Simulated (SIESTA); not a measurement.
Te2Pt (Moncheite):

```
CELL_PARAMETERS angstrom
4.01000 0.00000 0.00000
-2.00500 3.47276 0.00000
0.00000 0.00000 5.20100
ATOMIC_POSITIONS crystal
Pt 0.00000 0.00000 0.00000
Te 0.66667 0.33333 0.75000
Te 0.33333 0.66667 0.25000
```

Base run:

* Program: SIESTA 5.4.2
* Functional: PBE
* Potentials or basis: PseudoDojo 0.4 standard (PBE files)
* Basis: DZP (energy shift 0.003 Ry; two zetas on semicore shells)
* Grid cutoff: 800 Ry
* Energy shift: 0.003 Ry
* k mesh: 8 × 8 × 5
* Occupations: fermi-dirac, width 0.05 eV
* Spin: no spin polarisation

Its results: band gap on the k mesh none (metal or under the smearing width); pressure 11.8 GPa; largest force 1.611 eV/Å.

The run is repeated on the same cell with these changes: hubbard terms from none to Pt d U = 4 eV. What comes out?

Band gap on the k mesh none (metal or under the smearing width); pressure 10.5 GPa; largest force 1.476 eV/Å.

Caveats: short orbitals over semicore shells can move pressures by several GPa; the basis of atomic orbitals isn't converged, which shifts pressures, moduli and gaps; forces of over 1 eV/Å show positions far from the minimum, so gaps and moduli don't describe the material at rest; U without spin polarisation on a metal has little footing (some runs); the U is typed as a test and isn't derived for this compound (some runs).
